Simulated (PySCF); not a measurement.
Computed data sheet: maleic anhydride (`O=C1C=CC(=O)O1`)

Species: maleic anhydride, C₄H₂O₃.
Numbering: `[O:1]=[C:2]1[CH:3]=[CH:4][C:5](=[O:6])[O:7]1` (hydrogens: H8 on C3; H9 on C4)

Structure used (PBE0-D3(BJ)/def2-SVP), in Å, numbered top down from 1:
```
atom  x, y, z in Å
O1    -2.2129   -1.1438   -0.2074
C2    -1.1148   -0.6951   -0.2774
C3    -0.6740    0.7070   -0.5186
C4     0.6611    0.7213   -0.5199
C5     1.1327   -0.6710   -0.2803
O6     2.2403   -1.0961   -0.2140
O7     0.0175   -1.4644   -0.1376
H8    -1.3810    1.5225   -0.6613
H9     1.3501    1.5521   -0.6638
```

Structural features include: anhydride and C=C double bond.

**PBE0-D3(BJ)/def2-SVP geometry optimisation, gas phase (PySCF)**

* Point group: C2v
* Rotational constants A, B, C: 6.884, 2.485, 1.826 GHz

CAM-B3LYP/def2-SVPD ground state, ΔSCF and vertical TDDFT (core frozen in the response) (PySCF):

- Dipole moment: 4.33 D
- HOMO energy: -10.37 eV
- LUMO energy: -2.24 eV
- HOMO–LUMO gap: 8.13 eV
- Lowest singlet excitation: 4.11 eV (302 nm, f = 0.000)
- Strongest line among the 10 lowest singlet transitions: S4 at 6.35 eV (195 nm, f = 0.355)
- Lowest triplet excitation (Tamm–Dancoff): 3.57 eV
- Static isotropic polarisability: 53.6 au
- Vertical ionisation energy: 11.46 eV
- Vertical electron affinity: 1.34 eV
- Electronic spatial extent ⟨r²⟩ about the centre of nuclear charge: 609 bohr²

From CAM-B3LYP/pcSseg-2 ground state and GIAO shieldings, non-relativistic (PySCF):

- 13C chemical shifts (computed TMS as zero) by class: 176.4 (C2/C5), 150.6 (C3/C4) ppm
- 1H chemical shifts (computed TMS as zero) by class: 6.94 (H8/H9) ppm
- Isotropic shieldings of nuclei other than C and H, by class: -161 (O1/O6), 22 (O7) ppm

B3LYP/pcJ-1 indirect spin-spin coupling, non-relativistic, gas phase (PySCF):

* Largest of the computed one-bond spin–spin couplings (means over like bonds): 13C–1H +194.9 (C3–H8 and 1 like it), 13C–13C +73.4 (C3–C4), 13C–13C +66.0 (C2–C3 and 1 like it), 17O–13C +31.2 (O7–C2 and 1 like it), 17O–13C +21.2 (O1–C2 and 1 like it) Hz

**delta-SCF UKS SCAN, pcX-2 on the ionised atom, pcseg-1 elsewhere, spin-free X2C (PySCF)**

* Core binding energies: C1s 292.5 (C3/C4), C1s 295.7 (C2/C5), O1s 538.8 (O1/O6), O1s 540.4 (O7) eV

Monoisotopic mass from the formula: 98.0004 u.

With B = h/(8π²I), that is 505.379 GHz u Å² over I, the principal moments of inertia are 73.4, 203.4 and 276.8 u Å² (most abundant isotopes). −ε(LUMO) is 2.24 eV against a ΔSCF electron affinity of 1.34 eV. S1 lies 4.02 eV below the HOMO–LUMO gap; its leading configuration is HOMO→LUMO, weight 0.95. The largest Löwdin shares of the HOMO are 0.35 on O1, 0.35 on O6 and 0.09 on O7. A dipole of 4.33 D is allowed in C2v, and pure rotational transitions are dipole-allowed.

